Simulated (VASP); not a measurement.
# WC (Qusongite) (P-6m2) in VASP: notebook

Aim: see how the results for WC (Qusongite) move with the level of theory and the settings. Levels: PBE, PBEsol. Tasks: band structure.

Program: VASP 6.6.1. These are calculated values, not measurements. Logs are shortened: lines on timing, memory, paths and dates and some standing lists are left out, and cuts for length are marked.

**1. Starting point**

It takes space group P-6m2 (No. 187, hexagonal). Conventional cell: a = 2.907 Å, b = 2.907 Å, c = 2.837 Å, α = 90.00°, β = 90.00°, γ = 120.00°. W (site symmetry -6m2) has 6 C at 2.20 Å as nearest neighbours. Around C (site symmetry -6m2) lie 6 W at 2.20 Å.

**2. Band structure, PBE**

The input, POSCAR:

```
WC
1.0
    2.9065000000      0.0000000000      0.0000000000
   -1.4532500000      2.5171028361      0.0000000000
    0.0000000000      0.0000000000      2.8366000000
W C
1 1
Direct
    0.0000000000      0.0000000000      0.0000000000
    0.6666666667      0.3333333333      0.5000000000
```

The input, INCAR.step1:

```
SYSTEM = WC
PREC = Accurate
ENCUT = 500
EDIFF = 1E-6
ISMEAR = -1
SIGMA = 0.05
LREAL = .False.
LASPH = .True.
NELM = 80
ALGO = Fast
ISIF = 2
LWAVE = .False.
LCHARG = .True.
LMAXMIX = 4
GGA = PE
```

The input, KPOINTS.step1:

```
Automatic mesh
0
Gamma
  10 10 9
  0 0 0
```

The input, INCAR.step2:

```
SYSTEM = WC
PREC = Accurate
ENCUT = 500
EDIFF = 1E-6
ISMEAR = 0
SIGMA = 0.05
LREAL = .False.
LASPH = .True.
NELM = 80
ALGO = Fast
ISIF = 2
LWAVE = .False.
LCHARG = .False.
LMAXMIX = 4
GGA = PE
ICHARG = 11
```

The input, KPOINTS.step2:

```
path GMKGALHA,LM,KH
15
line-mode
reciprocal
 0.0000000000  0.0000000000  0.0000000000  G
 0.5000000000  0.0000000000  0.0000000000  M

 0.5000000000  0.0000000000  0.0000000000  M
 0.3333333333  0.3333333333  0.0000000000  K

 0.3333333333  0.3333333333  0.0000000000  K
 0.0000000000  0.0000000000  0.0000000000  G

 0.0000000000  0.0000000000  0.0000000000  G
 0.0000000000  0.0000000000  0.5000000000  A

 0.0000000000  0.0000000000  0.5000000000  A
 0.5000000000  0.0000000000  0.5000000000  L

 0.5000000000  0.0000000000  0.5000000000  L
 0.3333333333  0.3333333333  0.5000000000  H

 0.3333333333  0.3333333333  0.5000000000  H
 0.0000000000  0.0000000000  0.5000000000  A

 0.5000000000  0.0000000000  0.5000000000  L
 0.5000000000  0.0000000000  0.0000000000  M

 0.3333333333  0.3333333333  0.0000000000  K
 0.3333333333  0.3333333333  0.5000000000  H
```

Potentials or basis: VASP PAW PBE potentials, release 64 (W, C).

Started as:

```sh
$ cat potpaw_PBE.64/W/POTCAR potpaw_PBE.64/C/POTCAR > POTCAR
$ cp INCAR.step1 INCAR
$ cp KPOINTS.step1 KPOINTS
$ mpirun -np 1 vasp_std > vasp.out
$ cp INCAR.step2 INCAR
$ cp KPOINTS.step2 KPOINTS
$ mpirun -np 1 vasp_std > vasp.out
```

OUTCAR:

```text
SYSTEM = WC
   PREC = Accurate
   ENCUT = 500
   EDIFF = 1E-6
   ISMEAR = 0
   LREAL = .False.
   LASPH = .True.
   NELM = 80
   ISIF = 2
   GGA = PE
   ICHARG = 11

 ion  position               nearest neighbor table
   1  0.000  0.000  0.000-   2 2.20   2 2.20   2 2.20   2 2.20   2 2.20   2 2.20
   2  0.667  0.333  0.500-   1 2.20   1 2.20   1 2.20   1 2.20   1 2.20   1 2.20

  LATTYP: Found a hexagonal cell.
 ALAT       =     2.9065000000
 C/A-ratio  =     0.9759504559

  Lattice vectors:

 A1 = (   2.9065000000,   0.0000000000,   0.0000000000)
 A2 = (  -1.4532500000,   2.5171028361,   0.0000000000)
 A3 = (   0.0000000000,   0.0000000000,   2.8366000000)

Analysis of symmetry for initial positions (statically):
=====================================================================
 Subroutine PRICEL returns:
 Original cell was already a primitive cell.

 Routine SETGRP: Setting up the symmetry group for a
 hexagonal supercell.

 Subroutine GETGRP returns: Found 12 space group operations
 (whereof 12 operations were pure point group operations)
 out of a pool of 24 trial point group operations.

The static configuration has the point symmetry D_3h.

Analysis of symmetry for dynamics (positions and initial velocities):
=====================================================================
 Subroutine PRICEL returns:
 Original cell was already a primitive cell.

 Routine SETGRP: Setting up the symmetry group for a
 hexagonal supercell.

 Subroutine GETGRP returns: Found 12 space group operations
 (whereof 12 operations were pure point group operations)
 out of a pool of 24 trial point group operations.

The dynamic configuration has the point symmetry D_3h.

 Subroutine INISYM returns: Found 12 space group operations
 (whereof 12 operations are pure point group operations),
 and found     1 'primitive' translations

----------------------------------------------------------------------------------------

                                     Primitive cell

  volume of cell :      20.7525

  direct lattice vectors                    reciprocal lattice vectors
     2.906500000  0.000000000  0.000000000     0.344056425  0.198641070  0.000000000
    -1.453250000  2.517102836  0.000000000     0.000000000  0.397282139  0.000000000
     0.000000000  0.000000000  2.836600000     0.000000000  0.000000000  0.352534725

  length of vectors
     2.906500000  2.906500000  2.836600000     0.397282139  0.397282139  0.352534725

  position of ions in fractional coordinates (direct lattice)
     0.000000000  0.000000000  0.000000000
     0.666666667  0.333333333  0.500000000

  ion indices of the primitive-cell ions
   primitive index   ion index
                 1           1
                 2           2

----------------------------------------------------------------------------------------

 KPOINTS: path GMKGALHA,LM,KH

Interpolating k-points between supplied coordinates.

 Line segments in fractional coordinates (reciprocal lattice):
    0.000000  0.000000  0.000000  ...  0.500000  0.000000  0.000000
    0.500000  0.000000  0.000000  ...  0.333333  0.333333  0.000000
    0.333333  0.333333  0.000000  ...  0.000000  0.000000  0.000000
    0.000000  0.000000  0.000000  ...  0.000000  0.000000  0.500000
    0.000000  0.000000  0.500000  ...  0.500000  0.000000  0.500000
    0.500000  0.000000  0.500000  ...  0.333333  0.333333  0.500000
    0.333333  0.333333  0.500000  ...  0.000000  0.000000  0.500000
    0.500000  0.000000  0.500000  ...  0.500000  0.000000  0.000000
    0.333333  0.333333  0.000000  ...  0.333333  0.333333  0.500000

 Generated    15 points on each line segment, for a total of    135 k-points:

 Following reciprocal coordinates:
            Coordinates               Weight
  0.000000  0.000000  0.000000      0.007407
  0.035714  0.000000  0.000000      0.007407
  0.071429  0.000000  0.000000      0.007407
  0.107143  0.000000  0.000000      0.007407
  0.142857  0.000000  0.000000      0.007407
  0.178571  0.000000  0.000000      0.007407
[... 16 lines left out ...]
  0.416667  0.166667  0.000000      0.007407
  0.404762  0.190476  0.000000      0.007407
 [... further k-points ...]
   k-points           NKPTS =    135   k-points in BZ     NKDIM =    135   number of bands    NBANDS=      9
   number of dos      NEDOS =    301   number of ions     NIONS =      2
   total plane-waves  NPLWV =  13824
   dimension x,y,z NGX =    24 NGY =   24 NGZ =   24
   dimension x,y,z NGXF=    48 NGYF=   48 NGZF=   48
   ions per type =               1   1
   NGX,Y,Z   is equivalent  to a cutoff of  13.73, 13.73, 14.07 a.u.
   NGXF,Y,Z  is equivalent  to a cutoff of  27.46, 27.46, 28.13 a.u.
 SYSTEM =  WC
   PREC   = accura    normal or accurate (medium, high low for compatibility)
   ISTART =      0    job   : 0-new  1-cont  2-samecut
   ICHARG =     11    charge: 1-file 2-atom 10-const
   ISPIN  =      1    spin polarized calculation?
   LNONCOLLINEAR =      F non collinear calculations
   LSORBIT =      F    spin-orbit coupling
   LASPH  =      T    aspherical Exc in radial PAW
   ENCUT  =  500.0 eV  36.75 Ry    6.06 a.u.   5.30  5.30  5.17*2*pi/ulx,y,z
   NELM   =     80;   NELMIN=  2; NELMDL=  0     # of ELM steps
   EDIFF  = 0.1E-05   stopping-criterion for ELM
   LREAL  =      F    real-space projection
   EDIFFG = 0.1E-04   stopping-criterion for IOM
   NSW    =      0    number of steps for IOM
   IBRION =     -1    ionic relax: 0-MD 1-quasi-New 2-CG
   NFREE  =      0    steps in history (QN), initial steepest desc. (CG)
   ISIF   =      2    stress and relaxation
   ISYM   =      2    0-nonsym 1-usesym 2-fastsym
   POTIM  = 0.5000    time-step for ionic-motion
   TEBEG  =    0.0;   TEEND  =   0.0 temperature during run
   PSTRESS=    0.0 pullay stress
   NELECT =      10.0000    total number of electrons
   NUPDOWN=      -1.0000    fix difference up-down
   EMIN   =  10.00;   EMAX   =-10.00  energy-range for DOS
   EFERMI =   0.00;   METHOD = LEGACY
   ISMEAR =     0;   SIGMA  =   0.05  broadening in eV -4-tet -1-fermi 0-gaus
   EFERMI_NEDOS =   21; number of points for ismear=-14 and -15
   IALGO  =     68    algorithm
   IMIX   =      4    mixing-type and parameters
     AMIX     =   0.40;   BMIX     =  1.00
     AMIX_MAG =   1.60;   BMIX_MAG =  1.00
  volume/ion in A,a.u.               =      10.38        70.02
  Fermi-wavevector in a.u.,A,eV,Ry     =   1.283468  2.425403 22.412742  1.647290
  Thomas-Fermi vector in A             =   2.415719
   LORBIT       =      0    0 simple, 1 ext, 2 COOP (PROOUT), +10 PAW based schemes
   GGA     = PE    functional components
   LHFCALC =     F    Hartree Fock is set to
   AEXX    =    0.0000 exact exchange contribution
   IVDW    =     0    specifies the selected vdW correction
   LEPSILON=     F    determine dielectric tensor
   LRPA    =     F    only Hartree local field effects (RPA)
 non-spin polarized calculation
 RMM-DIIS sequential band-by-band and
 Gauss-broadening in eV      SIGMA  =   0.05
  energy-cutoff  :      500.00
  volume of cell :       20.75
 maximum number of plane-waves:       545
 NGX is ok and might be reduce to    24

 number of electron      10.0000000 magnetization

 Free energy of the ion-electron system (eV)
  ---------------------------------------------------
  ext. energy  EPLUGINS =         0.00000000
  ---------------------------------------------------
  free energy    TOTEN  =       -21.61836333 eV

  energy without entropy =      -21.61655592  energy(sigma->0) =      -21.61745963

 E-fermi :   8.5851     XC(G=0): -13.4198

 val. band max:        8.5789831054   @ k =   0.0000   0.0000   0.2857
 cond. band min:       8.5966167658   @ k =   0.5000   0.0000   0.5000
 fundamental gap:      0.0176336604
 Fermi energy:         8.5850946387

 k-point     1 :       0.0000    0.0000    0.0000
  band No.  band energies     occupation
      1      -6.1296      2.00000
      2       3.9968      2.00000
      3       4.9786      2.00000
      4       4.9786      2.00000
      5       8.4387      1.99997
      6      11.4981      0.00000
      7      11.4981      0.00000
      8      13.9543      0.00000
      9      13.9546      0.00000

 k-point     2 :       0.0357    0.0000    0.0000
  band No.  band energies     occupation
      1      -6.0973      2.00000
      2       4.0109      2.00000
      3       4.9269      2.00000
      4       5.0103      2.00000
      5       8.3233      2.00000
      6      11.4858      0.00000
      7      11.6250      0.00000
      8      13.8810      0.00000
      9      13.9303      0.00000

 k-point     3 :       0.0714    0.0000    0.0000
  band No.  band energies     occupation
      1      -6.0015      2.00000
      2       4.0380      2.00000
      3       4.7949      2.00000
      4       5.1044      2.00000
      5       8.0265      2.00000
      6      11.4500      0.00000
      7      11.9547      0.00000
      8      13.6769      0.00000
      9      13.8610      0.00000

 k-point     4 :       0.1071    0.0000    0.0000
  band No.  band energies     occupation
      1      -5.8449      2.00000
      2       4.0113      2.00000
      3       4.6685      2.00000
      4       5.2579      2.00000
      5       7.6347      2.00000
      6      11.3928      0.00000
      7      12.3956      0.00000
      8      13.3739      0.00000
      9      13.7526      0.00000
[... 205 lines left out ...]
 k-point    22 :       0.4286    0.1429    0.0000
  band No.  band energies     occupation
      1      -2.5896      2.00000
      2       1.3980      2.00000
      3       4.5029      2.00000
      4       4.7747      2.00000
      5       8.0522      2.00000
      6       9.8082      0.00000
      7      11.7521      0.00000
      8      12.7671      0.00000
      9      16.2642      0.00000

 k-point    23 :       0.4167    0.1667    0.0000
  band No.  band energies     occupation
      1      -2.5138      2.00000
      2       1.4476      2.00000
      3       4.4032      2.00000
      4       4.7955      2.00000
      5       8.1595      2.00000
      6       9.6185      0.00000
      7      11.5155      0.00000
      8      12.6003      0.00000
      9      16.5185      0.00000

 k-point    24 :       0.4048    0.1905    0.0000
  band No.  band energies     occupation
      1      -2.4356      2.00000
      2       1.5024      2.00000
      3       4.2877      2.00000
      4       4.8156      2.00000
      5       8.2997      2.00000
      6       9.4412      0.00000
      7      11.2865      0.00000
      8      12.4168      0.00000
      9      16.7592      0.00000

 [... further k-points ...]
[... 5 lines left out ...]
  --------------------------------------------------------------------------------------
  -------------------------------------------------------------------------------------
  Total        1.9630426      1.9630426      1.7437692      0.0000000      0.0000000     -0.0000000
  in kB      151.5552288    151.5552288    134.6263935      0.0000000      0.0000000     -0.0000000
  external PRESSURE =     145.9122837 kB  Pullay stress =       0.0000000 kB

 VOLUME and BASIS-vectors are now :
 -----------------------------------------------------------------------------
  energy-cutoff  :      500.00
  volume of cell :       20.75
      direct lattice vectors                 reciprocal lattice vectors
     2.906500000  0.000000000  0.000000000     0.344056425  0.198641070  0.000000000
    -1.453250000  2.517102836  0.000000000     0.000000000  0.397282139  0.000000000
     0.000000000  0.000000000  2.836600000     0.000000000  0.000000000  0.352534725

 POSITION                                       TOTAL-FORCE (eV/Angst)
 -----------------------------------------------------------------------------------
      0.00000      0.00000      0.00000         0.000000      0.000000      0.000000
      1.45325      0.83903      1.41830        -0.000000      0.000000      0.000000
 -----------------------------------------------------------------------------------
    total drift:                               -0.000081      0.000047      0.000000

  FREE ENERGIE OF THE ION-ELECTRON SYSTEM (eV)
  ---------------------------------------------------
  free  energy   TOTEN  =       -21.6183633282 eV

  energy  without entropy=      -21.6165559239  energy(sigma->0) =      -21.61745963
```

It took 18 s on 1 thread of AMD EPYC 9R45 (Zen 5), shared host; peak memory 0.12 GiB.

What came out:

```
Band gap along the path : none (metal or under the smearing width)
```

Levels at the corners of the path, in eV from the Fermi level:
```csv
point,band 3,band 4,band 5,band 6,band 7,band 8
Γ,-3.32,-3.32,0.14,3.19,3.19,5.65
M,-3.60,-3.57,-0.43,2.31,4.50,4.86
M,-3.60,-3.57,-0.43,2.31,4.50,4.86
K,-4.57,-3.43,0.60,1.00,2.07,3.23
K,-4.57,-3.43,0.60,1.00,2.07,3.23
Γ,-3.32,-3.32,0.14,3.19,3.19,5.65
Γ,-3.32,-3.32,0.14,3.19,3.19,5.65
A,-2.00,-2.00,-0.60,-0.60,3.67,4.58
A,-2.00,-2.00,-0.60,-0.60,3.67,4.58
L,-4.30,-4.20,0.29,4.39,5.25,6.67
L,-4.30,-4.20,0.29,4.39,5.25,6.67
H,-5.43,-1.62,-0.65,4.39,6.37,7.56
H,-5.43,-1.62,-0.65,4.39,6.37,7.56
A,-2.00,-2.00,-0.60,-0.60,3.67,4.58
L,-4.30,-4.20,0.29,4.39,5.25,6.67
M,-3.60,-3.57,-0.43,2.31,4.50,4.86
K,-4.57,-3.43,0.60,1.00,2.07,3.23
H,-5.43,-1.62,-0.65,4.39,6.37,7.56
```

Caveat: the log is that of the step along the path at fixed density, whose energy, stress, charges and moments have no meaning; spin-orbit coupling is left out, which moves the levels of the heavy elements.

**3. Band structure, PBE**

POSCAR is that of step 2.

The input, INCAR.step1:

```
SYSTEM = WC
  PREC = Accurate
  ENCUT = 520
  EDIFF = 1E-6
  ISMEAR = -1
  SIGMA = 0.05
  LREAL = .FALSE.
  LASPH = .TRUE.
  NELM = 80
  ALGO = Fast
  ISIF = 2
  LWAVE = .FALSE.
  LCHARG = .TRUE.
  LMAXMIX = 4
  GGA = PE
  NBANDS = 16
```

The input, KPOINTS.step1:

```
Automatic mesh
0
G
  10 10 9
  0 0 0
```

The input, INCAR.step2:

```
SYSTEM = WC
  PREC = Accurate
  ENCUT = 520
  EDIFF = 1E-6
  ISMEAR = 0
  SIGMA = 0.05
  LREAL = .FALSE.
  LASPH = .TRUE.
  NELM = 80
  ALGO = Fast
  ISIF = 2
  LWAVE = .FALSE.
  LCHARG = .FALSE.
  LMAXMIX = 4
  GGA = PE
  NBANDS = 16
  ICHARG = 11
```

Edit KPOINTS.step2 of step 2 so:

```diff
@@ -1,3 +1,3 @@
 path GMKGALHA,LM,KH
-15
+20
 line-mode
```

Potentials or basis: VASP PAW PBE potentials, release 64 (W_sv, C).

Started as:

```sh
$ cat potpaw_PBE.64/W_sv/POTCAR potpaw_PBE.64/C/POTCAR > POTCAR
$ cp INCAR.step1 INCAR
$ cp KPOINTS.step1 KPOINTS
$ mpirun -np 1 vasp_std > vasp.out
$ cp INCAR.step2 INCAR
$ cp KPOINTS.step2 KPOINTS
$ mpirun -np 1 vasp_std > vasp.out
```

It took 28 s on 1 thread of AMD EPYC 9R45 (Zen 5), shared host; peak memory 0.15 GiB.

The run converged. Its results:

```
Band gap along the path : none (metal or under the smearing width)
```

Levels at the corners of the path, in eV from the Fermi level:
```csv
point,band 6,band 7,band 8,band 9,band 10,band 11,band 12,band 13
Γ,-4.31,-3.33,-3.33,0.09,3.24,3.24,5.62,5.62
M,-7.03,-3.62,-3.57,-0.47,2.35,4.54,4.89,6.86
M,-7.03,-3.62,-3.57,-0.47,2.35,4.54,4.89,6.86
K,-6.57,-4.56,-3.45,0.62,0.98,2.06,3.22,9.19
K,-6.57,-4.56,-3.45,0.62,0.98,2.06,3.22,9.19
Γ,-4.31,-3.33,-3.33,0.09,3.24,3.24,5.62,5.62
Γ,-4.31,-3.33,-3.33,0.09,3.24,3.24,5.62,5.62
A,-8.65,-2.02,-2.02,-0.58,-0.58,3.67,4.52,4.52
A,-8.65,-2.02,-2.02,-0.58,-0.58,3.67,4.52,4.52
L,-6.45,-4.32,-4.19,0.29,4.44,5.31,6.64,9.18
L,-6.45,-4.32,-4.19,0.29,4.44,5.31,6.64,9.18
H,-7.21,-5.40,-1.62,-0.65,4.41,6.39,7.60,9.13
H,-7.21,-5.40,-1.62,-0.65,4.41,6.39,7.60,9.13
A,-8.65,-2.02,-2.02,-0.58,-0.58,3.67,4.52,4.52
L,-6.45,-4.32,-4.19,0.29,4.44,5.31,6.64,9.18
M,-7.03,-3.62,-3.57,-0.47,2.35,4.54,4.89,6.86
K,-6.57,-4.56,-3.45,0.62,0.98,2.06,3.22,9.19
H,-7.21,-5.40,-1.62,-0.65,4.41,6.39,7.60,9.13
```

Caveat: the log is that of the step along the path at fixed density, whose energy, stress, charges and moments have no meaning; spin-orbit coupling is left out, which moves the levels of the heavy elements.

(Continued in part 2 of 2.)
